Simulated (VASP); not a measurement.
Wanted: the native input for a VASP 6.6.1 run.

```
Task                   : band structure
Functional             : PBE
Potentials or basis    : VASP PAW PBE potentials, release 64 (Au)
Cutoff                 : 520 eV
k mesh                 : 16 × 16 × 16
Occupations            : methfessel-paxton, width 0.1 eV
Spin                   : spin-orbit coupling, no magnetisation
Further INCAR settings : ALGO = Normal; EDIFF = 1e-07
```

The structure of Au lies in POSCAR:

```
Au                                      
1.0
    0.0000000000      2.0408538054      2.0408538054
    2.0408538054      0.0000000000      2.0408538054
    2.0408538054      2.0408538054      0.0000000000
  Au            
     1
Direct
     0.0000000000000000    0.0000000000000000    0.0000000000000000
```

These files were run (other wordings do the same):

INCAR

```
SYSTEM = Au
PREC = Accurate
ENCUT = 520
EDIFF = 1E-7
ISMEAR = 1
SIGMA = 0.1
LREAL = .False.
LASPH = .True.
NELM = 80
ALGO = Normal
ISIF = 2
LWAVE = .False.
LCHARG = .False.
LNONCOLLINEAR = .True.
MAGMOM = 0 0 0
LORBIT = 11
LSORBIT = .True.
GGA_COMPAT = .False.
LMAXMIX = 4
GGA = PE
KPAR = 4
```

KPOINTS

```
regular mesh
0
Gamma
  16 16 16
  0 0 0
```

KPOINTS_OPT

```
explicit points
202
Reciprocal
 0.0000000000  0.0000000000  0.0000000000 1
 0.0555555556  0.0000000000  0.0555555556 1
 0.1111111111  0.0000000000  0.1111111111 1
 0.1666666667  0.0000000000  0.1666666667 1
 0.2222222222  0.0000000000  0.2222222222 1
 0.2777777778  0.0000000000  0.2777777778 1
[... 194 lines left out ...]
 0.4919843700  0.0080156300  0.5000000000 1
 0.5080156300 -0.0080156300  0.5000000000 1
```

Potentials or basis: VASP PAW PBE potentials, release 64 (Au).

Command:

```sh
$ cat potpaw_PBE.64/Au/POTCAR > POTCAR
$ mpirun -np 4 vasp_ncl > vasp.out
```

Results of the run:

```
Pressure                                              : 7.8 GPa
Valence electrons inside the program's atomic spheres : Au 9.66
```

Run time: 24 s on 4 MPI ranks on Intel(R) Xeon(R) Platinum 8488C (Sapphire Rapids), with other jobs on the host, peak memory 0.27 GiB a rank.
